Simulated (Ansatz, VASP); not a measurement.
## Two plane-wave programs on SiO2

File POSCAR:

```
SiO2
1.0
    4.0179898332      0.0000000000      0.0000000000
    0.0000000000      4.0179898332      0.0000000000
    0.0000000000      0.0000000000      2.6687449733
Si O
2 4
Direct
    0.5000000000      0.5000000000      0.5000000000
    0.0000000000      0.0000000000      0.0000000000
    0.6938852014      0.6938852014      0.0000000000
    0.1938852014      0.8061147986      0.5000000000
    0.3061147986      0.3061147986      0.0000000000
    0.8061147986      0.1938852014      0.5000000000
```

File INCAR.step1:

```
SYSTEM = SiO2
PREC = Accurate
ENCUT = 520
ISMEAR = 0
SIGMA = 0.05
LREAL = .False.
LASPH = .True.
NELM = 100
NBANDS = 25
GGA = PE
ALGO = Normal
EDIFF = 1E-4
LWAVE = .True.
LCHARG = .False.
```

File INCAR.step2:

```
SYSTEM = SiO2
PREC = Accurate
ENCUT = 520
EDIFF = 1E-6
ISMEAR = 0
SIGMA = 0.05
LREAL = .False.
LASPH = .True.
NELM = 100
ALGO = Normal
ISIF = 2
LWAVE = .False.
LCHARG = .False.
METAGGA = R2SCAN
LMIXTAU = .True.
NBANDS = 25
ISTART = 1
```

File KPOINTS:

```
Automatic mesh
0
Gamma
  6 6 8
  0 0 0
```

Input for Ansatz:

```yaml
crystal:
  lattice:
    - [4.0179898332, 0.0, 0.0]
    - [0.0, 4.0179898332, 0.0]
    - [0.0, 0.0, 2.6687449733]
  atoms:
    - { symbol: Si, position: [0.5, 0.5, 0.5] }
    - { symbol: Si, position: [0.0, 0.0, 0.0] }
    - { symbol: O, position: [0.6938852014, 0.6938852014, 0.0] }
    - { symbol: O, position: [0.1938852014, 0.8061147986, 0.5] }
    - { symbol: O, position: [0.3061147986, 0.3061147986, 0.0] }
    - { symbol: O, position: [0.8061147986, 0.1938852014, 0.5] }
basis:
  ecutwfc: 500
kpoints:
  mp_grid: { grid: [6, 6, 8] }
hamiltonian:
  xc: r2scan
scf:
  occupations: { method: gaussian, width: 0.05 }
output:
  forces: true
  stress: true
  eigenvalues: true
```

Change from the starting cell: strain -0.040 along x and y, +0.000 along z, atoms carried along.

Alike in both runs: task single point; functional r2SCAN; k mesh 6 × 6 × 8; occupations gaussian, width 0.05 eV; no spin polarisation.

|  | VASP | Ansatz |
| --- | --- | --- |
| version | VASP 6.6.1 | Ansatz 0.2.0 |
| potentials or method | VASP PAW PBE potentials, release 64 (Si, O) | scalar-relativistic, plane waves, PAW |
| plane-wave cutoff (eV) | 520 | 500 |
| valence electrons in the cell | 32 | 32 |

VASP gave:

```
gap on the k mesh at the Fermi level (eV)       : 7.32
least direct gap on the mesh (eV)               : 7.32
pressure (GPa)                                  : 31.2
largest component of the traceless stress (GPa) : 10.65
rms of the force components (eV/Å)              : 0.363
```

Question: Estimate Ansatz's values.

Answer: gap on the k mesh at the Fermi level (eV): 7.35; least direct gap on the mesh (eV): 7.35; pressure (GPa): 30.6; largest component of the traceless stress (GPa): 11.21; rms of the force components (eV/Å): 0.357.

Atom by atom the forces differ by 0.006 eV/Å (rms over components). With one functional, cell and mesh, what is left measures potentials, basis and numerics.

Caveats: so large a pressure means that the cell lies far from this level's equilibrium, or that cutoff or potentials fall short (VASP); the potentials were made for another functional, which shifts forces and pressure (VASP). A k mesh can miss the band edges.
